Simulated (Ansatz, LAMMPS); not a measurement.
# Structural relaxation of amorphous SiO2 (96 atoms), part 2 of 4

How does amorphous SiO2 (96 atoms) relax, and what do bonds, charges and levels look like afterwards?

Ansatz 0.2.0; Kohn-Sham DFT, PBE, PAW (set soft_2), plane waves.

The cell: 32 Si and 64 O. The quench rate of 50 K/ps is orders of magnitude faster than experiment. The starting topology of bonds comes from the classical model. Only the Γ point is sampled in the main run, in a cell whose shortest periodic width is 11 Å.

So far. Step 3 (Single point at the start): The r.m.s. force component of 0.69 eV/Å sets the starting point.

## 4. Cell and atoms relaxed

The cell is relaxed with the atoms, since the starting lattice needn't suit this functional.

input.yaml

```yaml
crystal:
  lattice:
    - [11.3216, 0.0, 0.0]
    - [0.0, 11.3216, 0.0]
    - [0.0, 0.0, 11.3216]
  atoms:
    [... the 96 atom lines of step 3 ...]
kpoints:
  mp_grid: { grid: [1, 1, 1] }
hamiltonian:
  xc: pbe
scf:
  occupations: { method: fermi_dirac, width: 0.025 }
output:
  forces: true
relax:
  f_tol: 0.04
  max_steps: 250
  cell: {}
```

Run with:

```sh
> ansatz run input.yaml --threads 4 --pin off --max-ram 8192MiB --backend cpu --events-out ev --progress --plain --runs-dir out
```

Numbers of over 12 decimals in the logs are rounded to 6 here.

Output:

```text
[...]
Crystal: 96 atoms, lattice volume = 1451.187 Å³
Basis set: ecut = 420 eV, 28353 PW (Γ), exchange–correlation on 160×160×160 points (8 copies of the dense FFT grid, shifted against one another)
Bands: 352, of which v1, the nominal top of the filled ones, is band 256 counted from 1 (255 counted from 0)
Symmetry: 1 space group operations
[...]
k-points: 1
[...]
SCF iter   1: F=—  HF=-56762.388334 eV  |F-HF|=—  |Δ(HF+E_count)|=         —  Δρ=1.90e-3  dr2=4.47e-2  ethr=1.77e-3  ⟨swp⟩=6.0  Hψ=1681  notcnv=0  defer=56
[...]
SCF iter   9: F=-56762.397562 eV  HF=-56762.397562 eV  |F-HF|=7.95e-9  |Δ(HF+E_count)|=   7.21e-8  Δρ=7.03e-7  dr2=8.42e-9  ethr=1.95e-11  ⟨swp⟩=4.0  Hψ=1034  notcnv=0
SCF 1 converged in 9 iterations: F = -56762.397562 eV  dr2 = 8.42e-9
[...]
relax step   1: F+E_penalty+E_count = -56762.39756151 eV  Δ(F+E_penalty+E_count) = +0.000e0 eV  max|allowed force component| = 2.377e0 eV/Å  Δτ_max = 0.0000 Å  P = +1.976 GPa  Ω = 1451.187 Å³  (9 SCF iters, dr2 threshold 1.00e-7 eV, accepted)
[... from here on, the SCF cycles and remarks between the steps are left out ...]
relax step   2: F+E_penalty+E_count = -56763.84402655 eV  Δ(F+E_penalty+E_count) = -1.446e0 eV  max|allowed force component| = 1.673e0 eV/Å  Δτ_max = 0.0613 Å  P = +1.065 GPa  Ω = 1455.892 Å³  energy of the carried Pulay correction = -1.504e-2 eV  (6 SCF iters, dr2 threshold 9.60e-6 eV, accepted)
relax step   3: F+E_penalty+E_count = -56766.29380039 eV  Δ(F+E_penalty+E_count) = -2.450e0 eV  max|allowed force component| = 3.823e-1 eV/Å  Δτ_max = 0.2000 Å  P = +0.373 GPa  Ω = 1416.545 Å³  energy of the carried Pulay correction = +1.123e-1 eV  (7 SCF iters, dr2 threshold 9.60e-6 eV, accepted)
relax step   4: F+E_penalty+E_count = -56766.60420710 eV  Δ(F+E_penalty+E_count) = -3.104e-1 eV  max|allowed force component| = 1.009e-1 eV/Å  Δτ_max = 0.2000 Å  P = -0.009 GPa  Ω = 1400.601 Å³  energy of the carried Pulay correction = +1.649e-1 eV  (7 SCF iters, dr2 threshold 9.13e-6 eV, accepted)
relax step   5: F+E_penalty+E_count = -56766.62901442 eV  Δ(F+E_penalty+E_count) = -2.481e-2 eV  max|allowed force component| = 4.951e-2 eV/Å  Δτ_max = 0.1479 Å  P = -0.005 GPa  Ω = 1402.581 Å³  energy of the carried Pulay correction = +1.583e-1 eV  (7 SCF iters, dr2 threshold 6.37e-7 eV, accepted)
relax step   6: F+E_penalty+E_count = -56766.63101399 eV  Δ(F+E_penalty+E_count) = -2.000e-3 eV  max|allowed force component| = 3.601e-2 eV/Å  Δτ_max = 0.0291 Å  P = +0.010 GPa  Ω = 1402.510 Å³  energy of the carried Pulay correction = +1.585e-1 eV  (7 SCF iters, dr2 threshold 1.53e-7 eV, accepted)
relax step   7: F+E_penalty+E_count = -56766.54595151 eV  Δ(F+E_penalty+E_count) = +8.506e-2 eV  max|allowed force component| = 3.626e-2 eV/Å  Δτ_max = 0.0000 Å  P = -0.126 GPa  Ω = 1402.510 Å³  stress off target by 2.69e-1 GPa  SCF on the basis re-selected at this cell (its energy is not comparable with the rows above)  (6 SCF iters)
relax step   8: F+E_penalty+E_count = -56766.56364914 eV  Δ(F+E_penalty+E_count) = -1.770e-2 eV  max|allowed force component| = 1.103e-2 eV/Å  Δτ_max = 0.0199 Å  P = +0.019 GPa  Ω = 1398.771 Å³  energy of the carried Pulay correction = +1.249e-2 eV  (7 SCF iters, dr2 threshold 1.81e-7 eV, accepted)
relax step   9: F+E_penalty+E_count = -56766.55576255 eV  Δ(F+E_penalty+E_count) = +7.887e-3 eV  max|allowed force component| = 1.105e-2 eV/Å  Δτ_max = 0.0000 Å  P = +0.009 GPa  Ω = 1398.771 Å³  stress off target by 2.04e-2 GPa  SCF on the basis re-selected at this cell (its energy is not comparable with the rows above)  (5 SCF iters)
[...]
SCF converged after 5 iterations
Free energy (F): -56766.555763 eV
[...]
Internal energy: -56766.555763 eV  (E = F + TS)
E sigma→0 (E₀):  -56766.555763 eV
Fermi energy:    3.931467 eV
[...]
--- Forces (eV/Å), atoms counted from 1 ---
  atom   1  Si    -0.00043725     0.00409434    -0.00448027
  atom   2  Si    -0.00567789     0.00231666     0.00229420
  atom   3  Si    -0.00013496     0.00045175     0.00313840
  atom   4  Si     0.00042084     0.00027585     0.00859856
  atom   5  Si     0.00300052     0.00482335     0.00396203
  atom   6  Si     0.00557398    -0.00675263     0.00089399
  atom   7  Si     0.00648408     0.00328910    -0.00302743
  atom   8  Si    -0.00402033    -0.00539185    -0.00415914
  atom   9  Si     0.00238433     0.00252192     0.00196890
  atom  10  Si     0.00384028    -0.00275510     0.00161791
  atom  11  Si    -0.00264066    -0.00284187     0.00351834
  atom  12  Si     0.00020714     0.00591300     0.00274794
  atom  13  Si    -0.00649522    -0.00523352     0.00124679
  atom  14  Si     0.01104896     0.00210861     0.00559713
[...]
atom  95  O      0.00053968     0.00047140    -0.00197229
  atom  96  O     -0.00393112    -0.00397337    -0.00679474
  max |Σ_I F_I| component: 3.24e-5 eV/Å
--- Stress (GPa, compression-positive) ---
        0.010747      -0.002492       0.006047
       -0.002494       0.019557       0.003627
        0.006050       0.003626      -0.002771
  P = ⅓ Tr σ = 0.0092 GPa (0.092 kbar)
--- Relaxed structure (7 steps of the walk, 7 accepted, 2 SCFs on fresh bases) ---
  F+E_penalty+E_count = -56766.55576255 eV   max|allowed force component| = 1.105e-2 eV/Å   (the final SCF, on the basis selected at the relaxed cell)
  cell:  # Å, volume = 1398.7708 Å³
    - [11.174538, -0.010168, -0.167347]
    - [-0.010168, 10.880213, -0.080172]
    - [-0.167347, -0.080172, 11.507922]
  atoms:
    - { symbol: Si, position: [0.327490, 0.240687, 0.604384] }
    - { symbol: Si, position: [0.017579, 0.149359, 0.058896] }
    - { symbol: Si, position: [0.355052, 0.064024, 0.812663] }
    - { symbol: Si, position: [0.937580, 0.010128, 0.457478] }
[...]
- { symbol: O, position: [0.159468, 0.138613, 0.087170] }
```

Run time: 2 min. Hardware: 4 threads of Arm Neoverse V2, shared host; peak memory 1.6 GiB.

The steps of the relaxation:

| step | energy less that of the first step (eV) | largest force component (eV/Å) | pressure (GPa) | volume (Å³) |
| --- | --- | --- | --- | --- |
| 1 | 0.0000 | 2.3768 | 1.98 | 1451.19 |
| 2 | -1.4465 | 1.6732 | 1.06 | 1455.89 |
| 3 | -3.8962 | 0.3823 | 0.37 | 1416.54 |
| 4 | -4.2066 | 0.1009 | -0.01 | 1400.60 |
| 5 | -4.2315 | 0.0495 | -0.01 | 1402.58 |
| 6 | -4.2335 | 0.0360 | 0.01 | 1402.51 |
| 7* | -4.1484 | 0.0363 | -0.13 | 1402.51 |
| 8 | -4.1661 | 0.0110 | 0.02 | 1398.77 |
| 9* | -4.1582 | 0.0110 | 0.01 | 1398.77 |

Relaxation steps marked * repeat the geometry before them on a plane-wave basis chosen anew for their cell, so energy and pressure can jump there.

| cell as run | before | after | change |
| --- | --- | --- | --- |
| a (Å) | 11.322 | 11.176 | -1.3 % |
| b (Å) | 11.322 | 10.881 | -3.9 % |
| c (Å) | 11.322 | 11.509 | +1.7 % |
| α (°) | 90.00 | 90.82 | +0.9 % |
| β (°) | 90.00 | 91.69 | +1.9 % |
| γ (°) | 90.00 | 90.10 | +0.1 % |
| volume (Å³/atom) | 15.12 | 14.57 | -3.6 % |

The atoms that moved most (Å, as changes of fractional coordinates times the final cell):

| atom | dx | dy | dz | length |
| --- | --- | --- | --- | --- |
| O52 | 0.189 | 0.294 | 0.350 | 0.495 |
| O71 | -0.130 | 0.457 | 0.029 | 0.476 |
| O56 | -0.412 | -0.154 | -0.048 | 0.443 |
| O37 | 0.207 | -0.318 | -0.089 | 0.390 |
| O61 | -0.246 | 0.270 | -0.042 | 0.367 |
| O96 | 0.271 | -0.051 | -0.236 | 0.363 |
| O77 | -0.237 | 0.229 | -0.001 | 0.329 |
| O35 | 0.160 | -0.174 | -0.228 | 0.328 |

The relaxation changed the energy by -43.3 meV/atom, and atoms moved by 0.20 Å r.m.s., 0.49 Å at most.

## 5. Local order after relaxation

Bonds before and after, by the cutoffs listed below:

| pair | bonds before | bonds after | mean before (Å) | mean after (Å) | spread before (Å) | spread after (Å) |
| --- | --- | --- | --- | --- | --- | --- |
| O-Si | 128 | 128 | 1.619 | 1.631 | 0.021 | 0.012 |

Density 2.28 g/cm³, 14.57 Å³ an atom.

g(r), total and by pair (bins of 0.1 Å):

| r (Å) | total | O-O | O-Si | Si-Si |
| --- | --- | --- | --- | --- |
| 1.55 | 0.00 | 0.00 | 0.00 | 0.00 |
| 1.65 | 11.70 | 0.00 | 26.20 | 0.00 |
| 1.75 | 0.00 | 0.00 | 0.00 | 0.00 |
| 1.85 | 0.00 | 0.00 | 0.00 | 0.00 |
| 1.95 | 0.00 | 0.00 | 0.00 | 0.00 |
| 2.05 | 0.00 | 0.00 | 0.00 | 0.00 |
| 2.15 | 0.00 | 0.00 | 0.00 | 0.00 |
| 2.25 | 0.00 | 0.00 | 0.00 | 0.00 |
| 2.35 | 0.00 | 0.00 | 0.00 | 0.00 |
| 2.45 | 0.00 | 0.00 | 0.00 | 0.00 |
| 2.55 | 0.99 | 2.23 | 0.00 | 0.00 |
| 2.65 | 3.82 | 8.59 | 0.00 | 0.00 |
| 2.75 | 1.65 | 3.71 | 0.00 | 0.00 |
| 2.85 | 0.24 | 0.47 | 0.00 | 0.26 |
| 2.95 | 0.44 | 0.13 | 0.00 | 3.45 |
| 3.05 | 0.65 | 0.24 | 0.12 | 4.44 |
| 3.15 | 0.93 | 0.60 | 0.22 | 5.04 |
| 3.25 | 0.57 | 0.41 | 0.51 | 1.46 |
| 3.35 | 0.47 | 0.34 | 0.72 | 0.00 |
| 3.45 | 0.97 | 0.82 | 1.37 | 0.00 |
| 3.55 | 0.86 | 0.65 | 1.29 | 0.00 |
| 3.65 | 0.89 | 0.62 | 1.38 | 0.00 |
| 3.75 | 1.15 | 0.89 | 1.66 | 0.16 |
| 3.85 | 0.73 | 0.55 | 1.06 | 0.15 |
| 3.95 | 1.02 | 0.45 | 1.74 | 0.42 |
| 4.05 | 1.09 | 0.76 | 1.60 | 0.39 |
| 4.15 | 1.39 | 0.69 | 2.21 | 0.88 |
| 4.25 | 1.36 | 0.63 | 2.23 | 0.85 |
| 4.35 | 1.07 | 0.86 | 1.32 | 0.92 |
| 4.45 | 0.82 | 0.90 | 0.63 | 1.21 |
| 4.55 | 0.81 | 1.05 | 0.63 | 0.64 |
| 4.65 | 0.83 | 1.03 | 0.55 | 1.10 |
| 4.75 | 1.17 | 1.45 | 0.68 | 2.02 |
| 4.85 | 1.35 | 1.83 | 0.76 | 1.76 |
| 4.95 | 1.27 | 1.71 | 0.66 | 1.95 |
| 5.05 | 1.33 | 1.90 | 0.70 | 1.54 |
| 5.15 | 1.05 | 1.33 | 0.82 | 0.90 |
| 5.25 | 1.12 | 1.36 | 0.87 | 1.18 |
| 5.35 | 1.00 | 1.22 | 0.85 | 0.76 |

Bonds by pair of elements; cutoffs follow the first minimum of g(r), held within bounds set by covalent radii, and pairs that aren't listed don't count as bonded:

| pair A-B | cutoff (Å) | bonds | mean length (Å) | spread (Å) | shortest (Å) | B about A | A about B |
| --- | --- | --- | --- | --- | --- | --- | --- |
| O-Si | 2.08 | 128 | 1.63 | 0.012 | 1.60 | 2 | 4 |

How many atoms have how many bonded neighbours:

| element | mean | 2 | 4 |
| --- | --- | --- | --- |
| O | 2 | 64 | 0 |
| Si | 4 | 0 | 32 |

Bond angles, per cent of each kind in bins of 5°:

| angle (°) | O-Si-O | Si-O-Si |
| --- | --- | --- |
| 100–105 | 9.9 | 0.0 |
| 105–110 | 46.9 | 0.0 |
| 110–115 | 38.5 | 0.0 |
| 115–120 | 4.2 | 0.0 |
| 120–125 | 0.5 | 1.6 |
| 125–130 | 0.0 | 10.9 |
| 130–135 | 0.0 | 12.5 |
| 135–140 | 0.0 | 21.9 |
| 140–145 | 0.0 | 10.9 |
| 145–150 | 0.0 | 9.4 |
| 150–155 | 0.0 | 15.6 |
| 155–160 | 0.0 | 6.2 |
| 160–165 | 0.0 | 1.6 |
| 165–170 | 0.0 | 6.2 |
| 170–175 | 0.0 | 1.6 |
| 175–180 | 0.0 | 1.6 |

Bond angles (no mean is given where the spread exceeds 20°):

| angle | count | mean (°) | spread (°) |
| --- | --- | --- | --- |
| O-Si-O | 192 | 110 | 3.4 |
| Si-O-Si | 64 | 144 | 12.2 |

Oxygen atoms by the number of network formers (Si, P, Ge, B, Al, As, Ga) bound to them:

| network formers bound to O | O atoms | per cent |
| --- | --- | --- |
| 0 | 0 | 0 |
| 1 | 0 | 0 |
| 2 | 64 | 100 |

Network units: each former by its oxygen neighbours and how many of them bridge to another former:

| former | O neighbours | bridging O | atoms |
| --- | --- | --- | --- |
| Si | 4 | 4 | 32 |

Rings of the network by King's shortest-path rule, up to 12 atoms, one path for each pair of neighbours; H, halogens, alkali and alkaline-earth atoms are left out, and the last column divides by all other atoms, bonded or not:

| ring size (atoms) | rings | per network atom |
| --- | --- | --- |
| 8 | 6 | 0.062 |
| 10 | 12 | 0.125 |
| 12 | 17 | 0.177 |

First main peaks of g(r), for some of the pairs, lie near 2.7 Å (O-O), 1.6 Å (O-Si) and 3.1 Å (Si-Si). Counting bonds as in the table, all O atoms have 2 and all Si atoms have 4 bonded neighbours. The O-Si-O angle averages 110° with a spread of 3°. 100 % of the oxygens bridge two formers (Si) and 0 % are non-bridging. The commonest Si unit has 4 oxygens, 4 of them shared with other formers (32 of 32 atoms). Rings of 12 atoms are the most common (49 % of those counted); sizes run from 8 to 12, where the search stops.

(Part 2 of 4 ends here.)

[Logs are printed without paths, hosts, clocks, repeated set-up lines and the standing remarks that a program may print on its own settings, such as how far it seeks lower states.]

[Hosts, paths, dates, database ids (printed as entryN), source tags and the programs' standing remarks are cut or masked in the printed files.]
